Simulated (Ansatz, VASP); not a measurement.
# Two plane-wave programs on AlN

```xyz
4
Lattice="3.0981 0.0000 0.0000 -1.5490 2.6830 0.0000 0.0000 0.0000 4.9613" Properties=species:S:1:pos:R:3 pbc="T T T"
Al    0.0000    1.7887   -0.0045
Al    1.5490    0.8943    2.4761
N     0.0000    1.7887    1.8898
N     1.5490    0.8943    4.3704
```

Alike in both runs: functional LDA; k mesh 8 × 8 × 4; no spin polarisation.

Ansatz relaxed the structure, and its values are those at the end. VASP's run is a single point on that final structure, the one shown.

|  | VASP | Ansatz |
| --- | --- | --- |
| version | VASP 6.6.1 | Ansatz 0.2.0 |
| potentials or method | VASP PAW LDA potentials, release 64 (Al, N) | PAW with Ansatz's default frozen-core files, scalar-relativistic |
| plane-wave cutoff (eV) | 520 | 420 |
| occupations | gaussian, width 0.01 eV | fixed |
| valence electrons in the cell | 16 | 16 |

```tsv
	VASP	Ansatz	Ansatz less VASP
pressure (GPa)	-1.4	-2.0	-0.58
```
